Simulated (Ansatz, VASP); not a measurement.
## H: VASP beside Ansatz

The input POSCAR:

```
H
1.0
   -1.8221502708      1.8221502708      1.7739391090
    1.8221502708     -1.8221502708      1.7739391090
    1.8221502708      1.8221502708     -1.7739391090
H
2
Direct
    0.9098622900      0.9098622900      0.0000000000
    0.0901377100      0.0901377100      0.0000000000
```

File INCAR.step1:

```
SYSTEM = H
  PREC = Accurate
  ENCUT = 520
  ISMEAR = 0
  SIGMA = 0.05
  LREAL = .FALSE.
  LASPH = .TRUE.
  NELM = 60
  NBANDS = 8
  GGA = PE
  ALGO = Normal
  EDIFF = 1E-4
  LWAVE = .TRUE.
  LCHARG = .FALSE.
```

INCAR.step2

```
SYSTEM = H
  PREC = Accurate
  ENCUT = 520
  EDIFF = 1E-6
  ISMEAR = 0
  SIGMA = 0.05
  LREAL = .FALSE.
  LASPH = .TRUE.
  NELM = 60
  ALGO = Normal
  ISIF = 2
  LWAVE = .FALSE.
  LCHARG = .FALSE.
  METAGGA = R2SCAN
  LMIXTAU = .TRUE.
  NBANDS = 8
  ISTART = 1
```

KPOINTS

```
Automatic mesh
0
G
  10 10 10
  0 0 0
```

Input for Ansatz:

```yaml
crystal:
  lattice:
    - [-1.8221502708, 1.8221502708, 1.773939109]
    - [1.8221502708, -1.8221502708, 1.773939109]
    - [1.8221502708, 1.8221502708, -1.773939109]
  atoms:
    - { symbol: H, position: [0.90986229, 0.90986229, 0.0] }
    - { symbol: H, position: [0.09013771, 0.09013771, 0.0] }
basis:
  ecutwfc: 500
kpoints:
  mp_grid: { grid: [10, 10, 10] }
hamiltonian:
  xc: r2scan
scf:
  occupations: { method: gaussian, width: 0.05 }
output:
  forces: true
  stress: true
  eigenvalues: true
```

Alike in both runs: task single point; functional r2SCAN; k mesh 10 × 10 × 10; occupations gaussian, width 0.05 eV; no spin polarisation.

|  | VASP | Ansatz |
| --- | --- | --- |
| version | VASP 6.6.1 | Ansatz 0.2.0 |
| potentials or method | VASP PAW PBE potentials, release 64 (H) | scalar-relativistic, plane waves, PAW |
| plane-wave cutoff (eV) | 520 | 500 |
| valence electrons in the cell | 2 | 2 |

|  | VASP | Ansatz | Ansatz less VASP |
| --- | --- | --- | --- |
| gap on the k mesh at the Fermi level (eV) | 10.96 | 10.92 | -0.036 |
| least direct gap on the mesh (eV) | 11.60 | 11.57 | -0.036 |
| pressure (GPa) | 7.7 | 7.8 | +0.11 |
| largest component of the traceless stress (GPa) | 15.42 | 15.20 | -0.227 |
| rms of the force components (eV/Å) | 3.063 | 3.016 | -0.0470 |

Atom by atom the forces differ by 0.047 eV/Å (rms over components). With one functional, cell and mesh, what is left measures potentials, basis and numerics.

Caveats: the PAW data sets were made with another functional, which shifts forces and pressure a little (VASP). r2SCAN opens gaps a little over a GGA but as a rule still falls short of measured ones. A k mesh can miss the band edges.
